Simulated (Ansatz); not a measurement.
SnO$_{2}$: enthalpy under pressure, worked through

Method: DFT r2SCAN, scalar-relativistic, plane waves, PAW (Ansatz). Settings: 500 eV cutoff, 6×6×8 k-mesh, Gaussian smearing of 0.02 eV, no spin polarisation.

Reference structure (relaxed):

```
CELL_PARAMETERS angstrom
4.75920 0.00000 0.00000
0.00000 4.75920 0.00000
0.00000 0.00000 3.20127
ATOMIC_POSITIONS crystal
Sn 0.50000 0.50000 0.50000
Sn 0.00000 0.00000 0.00000
O 0.19406 0.80594 0.50000
O 0.80594 0.19406 0.50000
O 0.30594 0.30594 0.00000
O 0.69406 0.69406 0.00000
```

Cell and atoms were relaxed at each target pressure within the start's symmetry (P4_2/mnm), at zero temperature; other phases can be more stable under pressure. H = E + PV with P the target; E is the free energy at the smearing used, whose derivative the pressure is, per atom and counted from zero pressure. The mesh named is that at zero pressure; some other pressures ran on another.

| P (GPa) | V (Å³/atom) | E − E0 (meV) | H − H0 (meV) |
| --- | --- | --- | --- |
| 0 | 12.085 | 0.0 | 0.0 |
| 1 | 12.030 | 0.2 | 75.3 |
| 4 | 11.861 | 2.8 | 298.9 |
| 12 | 11.476 | 21.7 | 881.3 |
| 25 | 10.972 | 79.1 | 1791.2 |
| 50 | 10.251 | 244.8 | 3443.9 |
| 90 | 9.445 | 590.7 | 5896.0 |

**Question.** Thermodynamics gives dH/dP = V along a relaxed path. Integrate V over P by the trapezoid rule and compare with the computed enthalpies.

**Answer.** With 1 eV/Å³ = 160.22 GPa, each step adds the mean volume times ΔP / 160.22:
```tsv
P (GPa)	∫V dP (meV)	H − H0 (meV)	difference (meV)
1	75.3	75.3	0.0
4	298.9	298.9	0.0
12	881.6	881.3	0.3
25	1792.3	1791.2	1.0
50	3448.1	3443.9	4.2
90	5906.7	5896.0	10.6
```

V(P) curves upward, so the trapezoid rule runs high; integrating a smooth curve through the same points puts that excess at about 10.6 meV at 90 GPa, against the 10.6 meV found.

**Question.** At 90 GPa, how much of the enthalpy change is stored energy and how much is the PV term?

**Answer.** E rises by 591 meV/atom and PV is 90 × 9.445 / 160.22 = 5305 meV/atom, so PV makes 90 % of ΔH. So between rival structures at high pressure a small difference in volume can outweigh the difference in energy: 1 % of this volume is worth 53.1 meV/atom at this pressure.

**Question.** What bulk modulus do the lowest pressures give, and how is the compression shared among the axes?

**Answer.** From the pressures that the runs reached, -0.98 GPa (12.145 Å³) and 0.99 GPa (12.030 Å³), B = −ΔP/Δln V = 1.97 / 0.0095 = 208 GPa, a mean over that range. The linear compressibilities −Δln(length)/ΔP are 1.82 along a, 1.82 along b, 1.18 along c (in TPa⁻¹). With fixed angles they add up to 1/B: 4.82 against 4.82. Softest: a and b, at 38 % of the volume change per axis.

**Question.** The gap is 1.715 eV at -0.98 GPa and 1.821 eV at 0.99 GPa. What pressure coefficient and volume deformation potential follow?

**Answer.** dE_g/dP = 54.0 meV/GPa, and a_V = dE_g/d ln V = −B dE_g/dP = -11.21 eV. A gap that opens under pressure, with a_V of several eV below zero, is what an s-like antibonding conduction edge gives, since compression pushes it up. If the edges move to other points of the zone within the range, this is a mean of two slopes. Gaps are generalised Kohn–Sham gaps over the whole zone.